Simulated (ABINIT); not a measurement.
# Sn: equation of state with revPBE

Sn:

```
Sn
1.0
     0.00000    3.23334    3.23334
     3.23334    0.00000    3.23334
     3.23334    3.23334    0.00000
Sn
2
Direct
  0.75000 0.75000 0.75000
  0.50000 0.50000 0.50000
```

This isn't the form of Sn at room conditions, which is tetragonal (white tin).

* Program: ABINIT 10.8.3 (patched build)
* Task: equation of state
* Functional: revPBE
* Potentials or basis: JTH PAW PBE v2.0
* Cutoff: 408 eV
* k mesh: 7 × 7 × 7
* Occupations: fermi-dirac, width 0.05 eV
* Spin: no spin polarisation

```yaml
Equilibrium_volume: "37.74 Å³/atom (rough: see the caveat)"
Bulk_modulus: 35 GPa (rough)
```

Energy against volume, from the lowest point:
```
volume (Å³/atom)  energy (meV/atom)
          31.775             128.42
          32.451              94.56
          33.127              66.34
          33.803              43.24
          34.479              24.72
          35.155              10.45
          35.831               0.00
```

Run time: 100 s on 1 thread of Arm Neoverse V1, with other jobs on the host, peak memory 0.14 GiB.

Caveat: the cutoff is too short for stress, so the log's stress isn't used; pressures at fixed basis lie under the slope of the energies; the minimum lies outside the volumes run; the PAW data sets were made with another functional, which shifts forces and pressure a little.
